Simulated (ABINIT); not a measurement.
# SiC (F-43m): G0W0 in ABINIT against the screening cutoff in the self-energy, part 2 of 2

Wanted: the cheapest screening cutoff in the self-energy that holds the gap of SiC (F-43m).

ABINIT 10.8.3; PBE and many-body steps on it, plane waves. Known limits of the many-body steps: not at the basis limit.

So far. Step 2 (Screening, 6×6×6 mesh, 379 bands, screening to 435.4 eV): Local fields lower ε∞ by 9 %. Step 5 (5.6 Ha): The gap on the mesh goes from 1.36 eV to 2.06 eV, a correction of +0.70 eV.

## (6) 8 Ha

Level of this step: G0W0 on PBE, plane waves, norm-conserving pseudopotentials (ABINIT).

run.abi

```
acell 3*1.0 Angstrom
rprim 
  -0.000000000000 2.179000000000 2.179000000000
  2.179000000000 0.000000000000 2.179000000000
  2.179000000000 2.179000000000 -0.000000000000
ntypat 2
znucl 14 6
natom 2
typat 1 2
xred 
  0.000000000000 0.000000000000 0.000000000000
  0.250000000000 0.250000000000 0.250000000000
pp_dirpath "pseudos"
pseudos "Si.upf, C.upf"
ecut 37
ngkpt 6 6 6
nshiftk 1
shiftk 0 0 0
kptopt 1
chksymbreak 0
istwfk *1
occopt 1
irdwfk 1
optdriver 4
nband 379
gwcalctyp 0
ecutsigx 37
symsigma 1
nkptgw 2
kptgw 
  0.0000000000 0.0000000000 0.0000000000
  0.5000000000 0.5000000000 0.0000000000
bdgw 
  2 8
  3 6
ecuteps 8
irdscr 1
ppmodel 1
indata_prefix "in"
outdata_prefix "out"
tmpdata_prefix "tmp"
```

Started as:

```sh
$ OMP_NUM_THREADS=1 mpirun -n 4 abinit run.abi > log
```

What it wrote:

```text
.Version 10.8.3 of ABINIT. v10.8.2 released Aug 2026.

 Symmetries : space group F-4 3 m (#216); Bravais cF (face-center cubic)
[... echo of the input left out ...]
== DATASET  1 ==================================================================
-   mpi_nproc: 4, omp_nthreads: 1 (-1 if OMP is not activated)

--- !DatasetInfo
iteration_state: {dtset: 1, }
dimensions: {natom: 2, nkpt: 16, mband: 379, nsppol: 1, nspinor: 1, nspden: 1, mpw: 1524, }
cutoff_energies: {ecut:  37.0, pawecutdg:  -1.0, }
[...]
Band     E0 <VxcDFT>   SigX SigC(E0)      Z dSigC/dE  Sig(E)    E-E0       E
[...]
5   8.196 -10.505  -6.372  -4.023   0.820  -0.220 -10.415   0.091   8.287
        6  11.168 -10.770  -5.961  -4.499   0.822  -0.217 -10.515   0.254  11.423

== END DATASET(S) ==============================================================
================================================================================

 -outvars: echo values of variables after computation  --------
           etotal      0.0000000000E+00
            nband         379
             nkpt          16
          spgroup         216
 [... the other variables as echoed above ...]

 Calculation completed.
```

It took 38 s on 4 MPI ranks of Intel Xeon 6975P-C (Granite Rapids), shared host; peak memory 1.8 GiB; 2.5 min of CPU time.

This step gave:

```yaml
g0w0_gap_on_the_points_computed: 2.141 eV
starting_gap_on_the_mesh: 1.361 eV
k_of_the_valence_top: 0, 0, 0
k_of_the_conduction_bottom: 0.5, 0.5, 0
least_direct_g0w0_gap_on_the_computed_points: 5.614 eV
```

Against the run before, the gap moves by +0.078 eV.

## (7) 12 Ha

Edit run.abi of step 6 so:

```diff
@@ -35,3 +35,3 @@
   3 6
-ecuteps 8
+ecuteps 12
 irdscr 1
```

What it wrote:

```text
.Version 10.8.3 of ABINIT. v10.8.2 released Aug 2026.

 Symmetries : space group F-4 3 m (#216); Bravais cF (face-center cubic)
[... echo of the input left out ...]
== DATASET  1 ==================================================================
-   mpi_nproc: 4, omp_nthreads: 1 (-1 if OMP is not activated)

--- !DatasetInfo
iteration_state: {dtset: 1, }
dimensions: {natom: 2, nkpt: 16, mband: 379, nsppol: 1, nspinor: 1, nspden: 1, mpw: 1524, }
cutoff_energies: {ecut:  37.0, pawecutdg:  -1.0, }
[...]
Band     E0 <VxcDFT>   SigX SigC(E0)      Z dSigC/dE  Sig(E)    E-E0       E
[...]
5   8.196 -10.505  -6.372  -4.038   0.820  -0.220 -10.427   0.078   8.275
        6  11.168 -10.770  -5.961  -4.513   0.822  -0.217 -10.527   0.243  11.411

== END DATASET(S) ==============================================================
================================================================================

 -outvars: echo values of variables after computation  --------
           etotal      0.0000000000E+00
            nband         379
             nkpt          16
          spgroup         216
 [... the other variables as echoed above ...]

 Calculation completed.
```

It took 89 s on 4 MPI ranks; peak memory 2.2 GiB; 5.9 min of CPU time.

This step gave:

```yaml
g0w0_gap_on_the_points_computed: 2.164 eV
starting_gap_on_the_mesh: 1.361 eV
k_of_the_valence_top: 0, 0, 0
k_of_the_conduction_bottom: 0.5, 0.5, 0
least_direct_g0w0_gap_on_the_computed_points: 5.628 eV
```

Against the run before, the gap moves by +0.023 eV.

## (8) 16 Ha

Edit run.abi of step 7 so:

```diff
@@ -35,3 +35,3 @@
   3 6
-ecuteps 12
+ecuteps 16
 irdscr 1
```

What it wrote:

```text
.Version 10.8.3 of ABINIT. v10.8.2 released Aug 2026.

 Symmetries : space group F-4 3 m (#216); Bravais cF (face-center cubic)
[... echo of the input left out ...]
== DATASET  1 ==================================================================
-   mpi_nproc: 4, omp_nthreads: 1 (-1 if OMP is not activated)

--- !DatasetInfo
iteration_state: {dtset: 1, }
dimensions: {natom: 2, nkpt: 16, mband: 379, nsppol: 1, nspinor: 1, nspden: 1, mpw: 1524, }
cutoff_energies: {ecut:  37.0, pawecutdg:  -1.0, }
[...]
Band     E0 <VxcDFT>   SigX SigC(E0)      Z dSigC/dE  Sig(E)    E-E0       E
[...]
5   8.196 -10.505  -6.372  -4.042   0.820  -0.220 -10.430   0.075   8.271
        6  11.168 -10.770  -5.961  -4.516   0.822  -0.217 -10.529   0.240  11.409

== END DATASET(S) ==============================================================
================================================================================

 -outvars: echo values of variables after computation  --------
           etotal      0.0000000000E+00
            nband         379
             nkpt          16
          spgroup         216
 [... the other variables as echoed above ...]

 Calculation completed.
```

Wall time 3 min (4 MPI ranks); peak memory 2.6 GiB; 12 min of CPU time.

Numbers from this step:

```
G0W0 gap on the points computed              : 2.172 eV
starting gap on the mesh                     : 1.361 eV
k of the valence top                         : 0, 0, 0
k of the conduction bottom                   : 0.5, 0.5, 0
least direct G0W0 gap on the computed points : 5.632 eV
```

Against the run before, the gap moves by +0.008 eV.

## (9) The runs together

Times are wall times on 4 MPI ranks of Intel Xeon 6975P-C (Granite Rapids), shared host, good to a factor of about two. A run's time includes the screening step that it read.

```
   run   mesh  bands  screening cutoff (eV)  DFT gap (eV)  gap on the mesh (eV)  direct (eV)  ε∞ used     time
1.6 Ha  6×6×6    379                   43.5         1.361                 1.765        5.364     7.08  5.6 min
3.2 Ha  6×6×6    379                   87.1         1.361                 1.820        5.404     7.08  5.6 min
5.6 Ha  6×6×6    379                  152.4         1.361                 2.063        5.565     7.08  5.8 min
  8 Ha  6×6×6    379                  217.7         1.361                 2.141        5.614     7.08  6.1 min
 12 Ha  6×6×6    379                  326.5         1.361                 2.164        5.628     7.08    7 min
 16 Ha  6×6×6    379                  435.4         1.361                 2.172        5.632     7.08  8.5 min
```

## (10) What came out

```
1.6 Ha       : 1.765 eV
3.2 Ha       : 1.820 eV
5.6 Ha       : 2.063 eV
8 Ha         : 2.141 eV
12 Ha        : 2.164 eV
16 Ha        : 2.172 eV
known limits : not at the basis limit
```

**Reading.** The setting moved: screening cutoff in the self-energy. From 1.6 Ha to 16 Ha the gap moves by +0.41 eV. It holds to 0.03 eV from 12 Ha on. Bands and screening cutoff are coupled, so a series along one setting does not show full convergence. Bands and cutoff are finite, so the gap is not at the basis limit. The miss can reach some tenths of an eV and take either sign; the mesh is an error of its own. In the G0W0 runs levels were corrected at 2 k points alone, so a gap called «on the mesh» is the least over those, and an edge elsewhere would be missed.

[Paths, hosts, dates, memory and timing lines, banners, echoed tables and standing remarks are left out of the program output.]

[Logs are printed without paths, hosts, clocks, repeated set-up lines and the standing remarks that a program may print on its own settings, such as how far it seeks lower states.]

[Runs of the session that timed out or met a known fault of the program may be left out.]

[Hosts, paths, dates, database ids (printed as entryN), source tags and the programs' standing remarks are cut or masked in the printed files.]

[G0W0 gaps are taken among the corrected bands and points alone; a level outside them can change the order at an edge.]

[Where Ansatz stands beside ABINIT at settings called matched, ABINIT's density can come from a denser mesh and the files from another edition; pairs whose starting gaps differed by over 0.03 eV were left out, so agreement reads better than it is.]
